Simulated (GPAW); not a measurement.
The system is Hf.

```xyz
1
Lattice="0.0000 2.2200 2.2200 2.2200 0.0000 2.2200 2.2200 2.2200 0.0000" Properties=species:S:1:pos:R:3 pbc="T T T"
Hf    0.0000    0.0000    0.0000
```

This isn't the form of Hf at room conditions, which is hcp.

Program: GPAW 26.7.0. Alike in all runs: cell as given; k mesh 10 × 10 × 10; cutoff (eV) 600; smearing fermi-dirac 0.05 eV.

**Question.** Order these runs on this cell by their pressure, lowest first.
A. level LDA; potentials or basis the program's PAW data sets (release 1.2.1) made for this functional, pw; spin off; band path GXWKGLUWLK,UX; band points 80
B. level PBEsol; potentials or basis PAW data sets generated in the run's folder for this functional, pw; spin off
C. level r2SCAN+U; potentials or basis GPAW PAW data sets (gpaw-data 1.2.1), pw; spin off; U Hf d U = 1 eV; U projector left unscaled no; k mesh for the DOS 15 × 15 × 15; dos width 0.1 eV
D. level rSCAN; potentials or basis GPAW PAW data sets (gpaw-data 1.2.1), pw; spin collinear, random start

**Answer.** A (-5.4 GPa), B (-1.2 GPa), D (2.6 GPa), C (7.6 GPa).

Caveats: the PAW data sets were made with another functional, which shifts forces and pressure a little (some runs); U without spin polarisation on a metal has little footing (some runs); the U is typed as a test and isn't derived for this compound (some runs).

Not every run made on this cell is shown here.
